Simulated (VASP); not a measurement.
# Moving the share of exact exchange in GaAs

```
As Ga
1.0
     0.00000    2.82685    2.82685
     2.82685    0.00000    2.82685
     2.82685    2.82685    0.00000
As Ga
1 1
Direct
  0.75000 0.75000 0.75000
  0.00000 0.00000 0.00000
```

Kept alike: task single point; functional PBE0(alpha); k mesh 4 × 4 × 4; occupations fermi-dirac, width 0.05 eV; no spin polarisation. Program: VASP, PBE PAW files As, Ga_d, 520 eV. The mesh is that of the run's cell of 2 atoms. No spin-orbit coupling.

| run | band gap (eV) | pressure (GPa) |
| --- | --- | --- |
| A | 1.805 | 1.54 |
| B | 3.201 | -0.55 |
| C | 2.146 | 0.99 |
| D | 3.931 | -1.53 |
| E | 1.144 | 2.63 |
| F | 0.823 | 3.23 |
| G | 2.492 | 0.47 |
| H | 1.471 | 2.07 |

The k mesh is coarse, so the values aren't converged. Pressure is positive in compression; the values hold the error of the finite cutoff, so their zero can differ a little from the energy's minimum. Spin-orbit coupling, left out here, moves the band edges of heavy atoms and can close or invert small gaps. A gap read on the mesh alone can miss an edge between its points. All rows use potentials made for PBE. The mesh is thin for exact exchange.

**Question.** The runs differ in the share of exact exchange alone: 0.05; 0.1; 0.15; 0.2; 0.25; 0.3; 0.4; 0.5. Which run is which?

**Answer.** Run A is 0.2; run B is 0.4; run C is 0.25; run D is 0.5; run E is 0.1; run F is 0.05; run G is 0.3; run H is 0.15. The band gap rises from 0.823 to 3.931 eV between 0.05 and 0.5. Exact exchange pulls filled levels down against empty ones, so the gap grows nearly in line with its share. The mean slope is +6.91 eV per unit of share. The pressure falls from 3.23 to -1.53 GPa between 0.05 and 0.5. Exact exchange shortens the bonds here, so the pressure at fixed cell falls.

The gap widens and the pressure falls at every step in the share of exact exchange, but the two don't point to the same best value. The gap comes nearest to the measured one at a share of 0.15, where the cell still pushes outward at 2.07 GPa. The pressure changes sign only between 0.3 and 0.4, where the gap is far too wide. A share tuned to the gap therefore probably won't give the best lattice constant as well.

The valence band top is mainly As 4p and the conduction band minimum at the zone centre is antibonding s, so nonlocal exchange separates filled bonding states from empty antibonding ones. In GaAs the valence electrons screen the long-range part of exchange strongly, while this functional keeps that part at a fixed fraction. This is the likely reason why the usual share of 0.25 overshoots with 2.146 eV. The falling pressure suggests more compact valence and Ga 3d shells, with less repulsion between neighbours. Agreement in the gap alone wouldn't show that either band edge is placed correctly.
